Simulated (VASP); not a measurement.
Set up this calculation in VASP 6.6.1, as the native input.

```
Task                   : relaxation of cell and atoms
Functional             : PBE
Dispersion             : D4
Potentials or basis    : VASP PAW PBE potentials, release 64 (Sn_d, O)
Cutoff                 : 600 eV
k mesh                 : 4 × 4 × 5
Occupations            : gaussian, width 0.01 eV
Spin                   : no spin polarisation
Dipole correction      : no
Further INCAR settings : ALGO = Fast; EDIFF = 1e-06; IBRION = 2; EDIFFG = -0.05; NSW = 80; ISIF = 3
```

The structure of SnO2 (Cassiterite) lies in POSCAR:

```
SnO2
1.0
    4.7380000000      0.0000000000      0.0000000000
    0.0000000000      4.7380000000      0.0000000000
    0.0000000000      0.0000000000      3.1865000000
Sn O
2 4
Direct
    0.0000000000      0.0000000000      0.0000000000
    0.5000000000      0.5000000000      0.5000000000
    0.3071000000      0.3071000000      0.0000000000
    0.1929000000      0.8071000000      0.5000000000
    0.6929000000      0.6929000000      0.0000000000
    0.8071000000      0.1929000000      0.5000000000
```

These files were run (other wordings do the same):

INCAR

```
  ALGO = Fast
  EDIFF = 1E-6
  EDIFFG = -0.05
  ENCUT = 600
  GGA = PE
  IBRION = 2
  ISIF = 3
  ISMEAR = 0
  IVDW = 13
  LASPH = True
  LCHARG = False
  LREAL = False
  LWAVE = False
  NELM = 100
  NSW = 80
  PREC = Accurate
  SIGMA = 0.01
```

KPOINTS

```
k-points
0
Gamma
  4 4 5
```

Potentials or basis: VASP PAW PBE potentials, release 64 (Sn_d, O).

Command:

```sh
$ cat potpaw_PBE.64/Sn_d/POTCAR potpaw_PBE.64/O/POTCAR > POTCAR
$ mpirun -np 1 vasp_std > vasp.out
```

It gave:

```yaml
Relaxed_volume: 12.37 Å³/atom
Relaxed_cell: a = 4.788 Å, b = 4.788 Å, c = 3.236 Å, α = 90.00°, β = 90.00°, γ = 90.00°
Space_group_after_relaxing_to_0.05_Å: P4_2/mnm (No. 136)
Energy_gained_by_relaxing: 11.4 meV/atom
Ionic_steps: 3
Pressure_after_relaxing: -0.1 GPa
Band_gap_on_the_k_mesh: 0.82 eV, direct
Dispersion_energy_per_atom: -0.261 eV
```

Caveat: spin-orbit coupling is left out, which moves the levels of the heavy elements.

It took 65 s on 1 thread of Intel(R) Xeon(R) 6975P-C (Granite Rapids) (shared host), peak memory 0.22 GiB.
